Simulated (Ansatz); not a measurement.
The following input was run with Ansatz 0.2.0.

```yaml
crystal:
  lattice:
    - [4.2519991355, 0.0, 0.0]
    - [0.0, 4.2519991355, 0.0]
    - [0.0, 0.0, 4.1277136813]
  atoms:
    - { symbol: Ba, position: [0.5, 0.5, 0.9899870922] }
    - { symbol: Hf, position: [0.0, 0.0, 0.5179835633] }
    - { symbol: O, position: [0.0, 0.5, 0.462815114] }
    - { symbol: O, position: [0.5, 0.0, 0.462815114] }
    - { symbol: O, position: [0.0, 0.0, 1.0564209064] }
basis:
  ecutwfc: 420
kpoints:
  mp_grid: { grid: [6, 6, 6] }
hamiltonian:
  xc: pbe
scf:
  occupations: { method: gaussian, width: 0.02 }
output:
  forces: true
  stress: true
  eigenvalues: true
```

It can be run as
```bash
ansatz run input.yaml --threads 1 --pin off --backend cpu --events-out ev --progress --plain --runs-dir out  # memory cap (--max-ram) not shown
```

All numbers below come from DFT PBE, scalar-relativistic, plane waves, PAW (Ansatz 0.2.0).

Part of what the program printed, abridged:

```
Pseudopotentials: kind: paw
Pseudopotential: Ba, paw, valence charge 10, recommended cutoff 420 eV (normal)
Pseudopotential: Hf, paw, valence charge 26, recommended cutoff 420 eV (normal)
Pseudopotential: O, paw, valence charge 6, recommended cutoff 420 eV (normal)
Functional definition: PBE
Crystal: 5 atoms, lattice volume = 74.627 Å³
Basis set: ecut = 420 eV, 1421 PW (Γ), exchange–correlation on 60×60×60 points (8 copies of the dense FFT grid, shifted against one another)
Bands: 33, of which v1, the nominal top of the filled ones, is band 27 counted from 1 (26 counted from 0)
Symmetry: 8 space group operations
Space group: P4mm (ITA 99), of the structure as read, at distance tolerance 4.2e-5 Å
k-points: 40 of 216 (time reversal used)
Initial density: superposition of atomic densities (neutral atoms: chi_scale 0, normalization atom), corrected by the library's trained network
Initial wavefunctions: pseudopotential atomic-orbital guess
Functional: x = pbe(κ = 0.804, μ = 0.21951497), c = pbe(β = 0.06672455)
SCF iter   1: F=—  HF=-23381.678981 eV  |F-HF|=—  |Δ(HF+E_count)|=         —  Δρ=1.25e-3  dr2=5.96e-4  ethr=1.77e-3  ⟨swp⟩=8.5  Hψ=6132  notcnv=0
SCF iter   2: F=—  HF=-23381.679794 eV  |F-HF|=—  |Δ(HF+E_count)|=   8.13e-4  Δρ=7.78e-4  dr2=3.72e-4  ethr=1.10e-6  ⟨swp⟩=2.9  Hψ=3070  notcnv=0  defer=36
SCF iter   3: F=—  HF=-23381.679944 eV  |F-HF|=—  |Δ(HF+E_count)|=   1.50e-4  Δρ=5.16e-4  dr2=1.17e-4  ethr=6.89e-7  ⟨swp⟩=2.0  Hψ=2149  notcnv=0  defer=9
automatic band count: iteration 3 solves 32 bands in place of 33: the levels show a gap, and the empty bands left out lie too high to hold charge; the band table lists the bands solved (type scf.n_extra_bands for more)
SCF iter   4: F=—  HF=-23381.679942 eV  |F-HF|=—  |Δ(HF+E_count)|=   1.74e-6  Δρ=1.23e-4  dr2=6.79e-6  ethr=2.16e-7  ⟨swp⟩=2.0  Hψ=2149  notcnv=0  defer=9
SCF iter   5: F=—  HF=-23381.679929 eV  |F-HF|=—  |Δ(HF+E_count)|=   1.31e-5  Δρ=5.69e-5  dr2=2.08e-6  ethr=1.26e-8  ⟨swp⟩=2.5  Hψ=2359  notcnv=0  defer=9
SCF iter   6: F=—  HF=-23381.679928 eV  |F-HF|=—  |Δ(HF+E_count)|=   7.19e-7  Δρ=1.69e-5  dr2=1.73e-7  ethr=3.85e-9  ⟨swp⟩=2.0  Hψ=2344  notcnv=0  defer=9
SCF iter   7: F=-23381.679928 eV  HF=-23381.679928 eV  |F-HF|=3.38e-9  |Δ(HF+E_count)|=   1.08e-7  Δρ=4.67e-6  dr2=2.09e-8  ethr=1.85e-10  ⟨swp⟩=7.4  Hψ=5693  notcnv=0
SCF 1 converged in 7 iterations: F = -23381.679928 eV  dr2 = 2.09e-8
SCF converged after 7 iterations
Free energy (F): -23381.679928 eV
Harris-Foulkes:  -23381.679928 eV  (|F-HF|=3.38e-9)
Internal energy: -23381.679928 eV  (E = F + TS)
E sigma→0 (E₀):  -23381.679928 eV
Fermi energy:    13.030017 eV
--- Per-component energies (eV) ---
  E_band       = -64.692076
  E_kinetic    = 1116.908692
  E_local      = -8099.612526  (includes V_loc(G=0)·N_el)
  E_nonlocal   = -1041.855046
  E_hartree    = 3683.226825
  E_xc         = -691.891026
  E_vxc        = -687.425930  (∫ρ·V_xc dr)
  E_paw        = -12627.511396  (= ΣΔE_a)
  E_vpaw       = 1280.833975  (= ΣTr[D̂ρ^β])
  E_aug_tail   = 0.007383  (compensation charges beyond the density's cutoff)
  E_ewald      = -5720.952834
  E_smearing   =  0.000000  (= −TS)
--- Forces (eV/Å), atoms counted from 1 ---
  atom   1  Ba     0.00000000     0.00000000     0.74528251
  atom   2  Hf     0.00000000     0.00000000     0.65319782
  atom   3  O      0.00000000     0.00000000     1.48565000
  atom   4  O      0.00000000     0.00000000     1.48565000
  atom   5  O      0.00000000     0.00000000    -4.36976263
--- Stress (GPa, compression-positive) ---
       -1.564226       0.000000       0.000000
        0.000000      -1.564226       0.000000
        0.000000       0.000000       7.825092
  P = ⅓ Tr σ = 1.5655 GPa (15.655 kbar)
--- Band table (eV; the first three rows and the last of 40) ---
  k-point 0: bands = ["-48.7797", "-17.6692", "-17.5310", "-17.5310", "-14.0234", "-5.3567", "-4.7690", "-4.6608", "0.7903", "0.7903", "0.8813", "1.3625", "1.3625", "1.3642", "1.3749", "1.3783", "1.3783", "1.3854", "9.2257", "9.2257", "9.6600", "10.3205", "10.3635", "10.3635", "11.0752", "11.1840", "11.1840", "14.7092", "15.1117", "15.1117", "15.8347", "15.9841"]
  k-point 1: bands = ["-48.7795", "-17.7059", "-17.5298", "-17.5298", "-14.0054", "-5.2575", "-4.7167", "-4.6542", "0.8145", "0.8145", "0.9176", "1.3604", "1.3604", "1.3746", "1.3813", "1.3813", "1.3842", "1.3850", "9.1024", "9.1024", "9.1213", "10.1193", "10.1590", "10.1590", "10.4382", "11.0954", "11.0954", "14.8168", "15.7103", "15.7103", "16.2841", "16.4276"]
  k-point 2: bands = ["-48.7792", "-17.7777", "-17.5273", "-17.5273", "-13.9693", "-5.2415", "-4.6410", "-4.3960", "0.8645", "0.8645", "0.9919", "1.3555", "1.3555", "1.3742", "1.3842", "1.3872", "1.3872", "1.4385", "7.8197", "8.8507", "8.8507", "9.7474", "9.7715", "9.8258", "9.8258", "10.9686", "10.9686", "15.0670", "16.9464", "16.9464", "17.3096", "17.3565"]
  k-point 39: bands = ["-48.7783", "-17.8004", "-17.6166", "-17.6166", "-13.8969", "-4.1998", "-4.1843", "-4.1843", "0.3334", "0.3990", "0.3990", "1.3735", "1.3883", "1.3886", "1.3886", "1.4431", "1.4431", "1.4778", "6.9169", "7.5960", "7.9531", "8.6507", "8.6507", "9.0292", "11.2411", "11.3507", "11.3507", "16.9768", "16.9811", "16.9811", "18.3657", "19.1106"]
```

The calculation finished and met its thresholds.

Spin–orbit coupling is left out, which can shift energies with elements as heavy as these.